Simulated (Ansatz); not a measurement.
ZnSe: experiment and calculation

**What was measured.**

From a printed reference work, data compilation, for a bulk crystal of ZnSe at 300 K: lattice constant a 5.6685 ± 0.0004 Å.

“Alloy Disordering Effects on the Thermal Conductivity and Energy Gap Temperature Dependence of Cd1−xZnxSe Ternary Crystals Grown by the Bridgman Method”, 2023, pmc:10253836 reports, for a bulk crystal of ZnSe at 300 K: band gap 2.695 ± 0.003 eV (an exciton energy, a little under the gap).

From a printed reference work, textbook, for a bulk crystal of ZnSe: high-frequency dielectric constant 5.9.

How close the calculation comes is told below.

All numbers below come from DFT r2SCAN, scalar-relativistic, plane waves, PAW (Ansatz).

Plane waves to 500 eV, a k mesh through Γ of 8×8×8 on the computed 2-atom cell and Gaussian smearing (0.02 eV); no spin polarisation.

Relaxed structure, symmetry kept:

```cif
data_structure
_symmetry_space_group_name_H-M 'F-43m'
_symmetry_Int_Tables_number 216
_cell_length_a 5.6659
_cell_length_b 5.6659
_cell_length_c 5.6659
_cell_angle_alpha 90.000
_cell_angle_beta 90.000
_cell_angle_gamma 90.000
_cell_volume 181.89
loop_
_atom_site_label
_atom_site_type_symbol
_atom_site_symmetry_multiplicity
_atom_site_Wyckoff_symbol
_atom_site_fract_x
_atom_site_fract_y
_atom_site_fract_z
_atom_site_occupancy
Zn1 Zn 4 a 0.00000 0.00000 0.00000 1
Se1 Se 4 d 0.25000 0.25000 0.75000 1
```

| Property | Result |
| --- | --- |
| Space group | F-43m (No. 216) |
| Volume per atom | 22.74 Å³ |
| Formation energy from the elements' standard states (uncorrected) | -0.851 eV/atom |
| Generalised Kohn–Sham band gap | 1.87 eV, direct at Γ |
| Löwdin character of the top 1 eV of the valence band | Se 4p 89 % |
| Löwdin character of the lowest 1 eV of the conduction band | Zn 4s 60 %, Se 4s 22 %, Se 4p 16 % |
| Electron masses at the edge by Cartesian direction of the standard setting (m_e; degenerate bands sorted by energy; no spin-orbit coupling) | x: 0.12; y: 0.12; z: 0.12 |
| Hole masses at the edge by Cartesian direction of the standard setting (m_e; degenerate bands sorted by energy; no spin-orbit coupling) | x: 0.60, 0.60, 0.13; y: 0.60, 0.60, 0.13; z: 0.60, 0.60, 0.13 |
| Bulk modulus | 65 GPa |
| Its pressure derivative | 4.4 |
| Electronic dielectric constant xx, yy, zz of the standard setting (independent particles) | 6.6, 6.6, 6.6 |
| Bader charges (e) | Zn (1 in the cell) 0.83, Se (1 in the cell) -0.83 |

Against the measured lattice constant a of ZnSe, 5.6685 Å (300 K; a printed reference work, data compilation), the calculated 5.666 Å is off by 0.0 %. The calculation is for 0 K without zero-point motion. Measured band gap of ZnSe: 2.695 eV (an exciton energy, a little under the gap; 300 K; the paper above). This calculation gives 1.87 eV (-0.83 eV). Kohn–Sham gaps of semilocal functionals fall short of measured ones as a rule; spin-orbit coupling, left out here, would usually lower the calculated gap of a compound with heavy elements. Measured high-frequency dielectric constant of ZnSe: 5.9 (a printed reference work, textbook). This calculation gives 6.55 (+11.1 %). Local fields are left out.